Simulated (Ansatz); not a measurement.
Wanted: the native input for an Ansatz 0.2.0 run.

* Task: ladder of functionals
* Functional: PBE
* Dispersion: D3(BJ)
* Potentials or basis: PseudoDojo standard (PBE files)
* Cutoff: 1143 eV (not typed: the program's choice for these potentials)
* k mesh: 10 × 10 × 6
* Occupations: gaussian, width 0.1 eV
* Spin: spin-orbit coupling, no magnetisation

Crystal: Ta2N.

```
CELL_PARAMETERS angstrom
3.11286 0.00000 0.00000
-1.55643 2.69582 0.00000
0.00000 0.00000 4.86984
ATOMIC_POSITIONS crystal
Ta 0.33333 0.66667 0.25471
Ta 0.66667 0.33333 0.74529
N 0.00000 0.00000 0.00000
```

The cell comes from a database or a generator and needn't be the stable form of this composition.

One way to write it, as run:

input.yaml

```yaml
crystal:
  lattice:
    - [3.112861506, 0.0, 0.0]
    - [-1.556430753, 2.6958171426, 0.0]
    - [0.0, 0.0, 4.869841]
  atoms:
    - { symbol: Ta, position: [0.3333333333, 0.6666666667, 0.254711] }
    - { symbol: Ta, position: [0.6666666667, 0.3333333333, 0.745289] }
    - { symbol: "N", position: [0.0, 0.0, 0.0] }
hamiltonian:
  xc: pbe
  pseudopotentials: { kind: nc_fr }
  dispersion: d3bj
magnetization:
  noncollinear: true
  spin_orbit: true
kpoints:
  mp_grid: { grid: [10, 10, 6] }
scf:
  occupations: { method: gaussian, width: 0.1 }
output:
  forces: true
  stress: true
  eigenvalues: true
  xc_energy_on_converged_density: [lda, pbesol, rpbe, revpbe, blyp]
  write_density: true
  write_potential: true
  elf: true
  volumetric_format: npy
```

Potentials or basis: PseudoDojo standard (PBE files).

Command:

```bash
$ ansatz run input.yaml --threads 2 --pin off --max-ram 5120MiB --backend cpu --events-out ev --progress --plain --runs-dir out
```

It gave:

```json
{
  "Pressure": "-7.6 GPa",
  "Largest force": "0.010 eV/Å",
  "Band gap on the k mesh": "none (metal or under the smearing width)"
}
```

Caveat: pairwise dispersion overbinds metals, which lowers pressure and volume.

It took 56 s on 2 threads of Arm Neoverse V1, on a shared host, peak memory 0.92 GiB.
